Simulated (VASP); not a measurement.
Wanted: the native input for a VASP 6.6.1 run.

```yaml
Task: band structure
Functional: PBE-EpsX
Potentials_or_basis: VASP PAW PBE potentials, release 64 (In_d, Se)
Cutoff: 520 eV
k_mesh: 4 × 4 × 4
Occupations: gaussian, width 0.02 eV
Spin: no spin polarisation
Grid_for_exact_exchange_PRECFOCK: Fast
Exchange_at_q_=_0: truncated
Share_of_exact_exchange: 0.1013
Further_INCAR_settings: ALGO = Normal; EDIFF = 1e-06
```

InSe:

```
CELL_PARAMETERS angstrom
5.82639 -2.05465 0.00000
5.82639 2.05465 0.00000
-1.72323 0.00000 4.77135
ATOMIC_POSITIONS crystal
In 0.88820 0.88820 0.04684
In 0.11180 0.11180 0.95316
Se 0.66093 0.66093 0.66896
Se 0.33907 0.33907 0.33104
```

The cell comes from a database or a generator and needn't be the stable form of this composition.

One way to write it, as run:

POSCAR

```
InSe
1.0
    5.8263928781     -2.0546489550      0.0000000000
    5.8263928781      2.0546489550      0.0000000000
   -1.7232330140      0.0000000000      4.7713478577
In Se
2 2
Direct
    0.8882032500      0.8882032500      0.0468413600
    0.1117967500      0.1117967500      0.9531586400
    0.6609275900      0.6609275900      0.6689556200
    0.3390724100      0.3390724100      0.3310443800
```

INCAR.step1

```
SYSTEM = InSe
PREC = Accurate ; ENCUT = 520
EDIFF = 1E-8 ; ISMEAR = 0
SIGMA = 0.02 ; LREAL = .FALSE.
LASPH = .TRUE. ; NELM = 80
ALGO = Normal ; ISIF = 2
LWAVE = .FALSE. ; LCHARG = .FALSE.
GGA = PE ; LEPSILON = .TRUE.
```

KPOINTS.step1

```
Automatic mesh
0
G
  8 8 6
  0 0 0
```

INCAR.step2

```
SYSTEM = InSe
PREC = Accurate ; ENCUT = 520
EDIFF = 1E-5 ; ISMEAR = 0
SIGMA = 0.02 ; LREAL = .FALSE.
LASPH = .TRUE. ; NELM = 80
ALGO = Normal ; ISIF = 2
LWAVE = .TRUE. ; LCHARG = .FALSE.
GGA = PE
```

KPOINTS.step2

```
Automatic mesh
0
G
  4 4 4
  0 0 0
```

INCAR.step3

```
SYSTEM = InSe
PREC = Accurate ; ENCUT = 520
EDIFF = 1E-6 ; ISMEAR = 0
SIGMA = 0.02 ; LREAL = .FALSE.
LASPH = .TRUE. ; NELM = 80
ALGO = Normal ; ISIF = 2
LWAVE = .FALSE. ; LCHARG = .FALSE.
GGA = PE ; LHFCALC = .TRUE.
AEXX = 0.1013 ; PRECFOCK = Fast
HFRCUT = -1 ; ISTART = 1
```

KPOINTS.step3

```
Automatic mesh
0
G
  4 4 4
  0 0 0
```

KPOINTS_OPT

```
path XGY,LGZ,NGM,RG
10
line-mode
reciprocal
 0.0000000000  0.5000000000  0.0000000000  X
 0.0000000000  0.0000000000  0.0000000000  G

 0.0000000000  0.0000000000  0.0000000000  G
 0.0000000000  0.0000000000 -0.5000000000  Y

 0.0000000000  0.5000000000 -0.5000000000  L
 0.0000000000  0.0000000000  0.0000000000  G

 0.0000000000  0.0000000000  0.0000000000  G
-0.5000000000 -0.5000000000  0.5000000000  Z

-0.5000000000  0.0000000000  0.5000000000  N
 0.0000000000  0.0000000000  0.0000000000  G

 0.0000000000  0.0000000000  0.0000000000  G
-0.5000000000 -0.5000000000  0.0000000000  M

-0.5000000000  0.0000000000  0.0000000000  R
 0.0000000000  0.0000000000  0.0000000000  G
```

Potentials or basis: VASP PAW PBE potentials, release 64 (In_d, Se).

Run with:

```bash
$ cat potpaw_PBE.64/In_d/POTCAR potpaw_PBE.64/Se/POTCAR > POTCAR
$ cp INCAR.step1 INCAR
$ cp KPOINTS.step1 KPOINTS
$ mpirun -np 1 vasp_std > vasp.out
$ cp INCAR.step2 INCAR
$ cp KPOINTS.step2 KPOINTS
$ mpirun -np 1 vasp_std > vasp.out
$ cp INCAR.step3 INCAR
$ cp KPOINTS.step3 KPOINTS
$ mpirun -np 1 vasp_std > vasp.out
```

Results of the run:

```
Pressure                : 0.6 GPa
Largest force           : 0.104 eV/Å
Band gap on the k mesh  : 1.70 eV, indirect (least direct gap 2.05 eV)
Band gap along the path : 1.66 eV, indirect (least direct gap 1.91 eV)
```

Caveat: the PAW data sets were made with another functional, which shifts forces and pressure a little; spin-orbit coupling is left out, which moves the levels of the heavy elements.

It took 2.7 h on 1 thread of Intel(R) Xeon(R) 6975P-C (Granite Rapids), with other jobs on the host, peak memory 0.96 GiB.
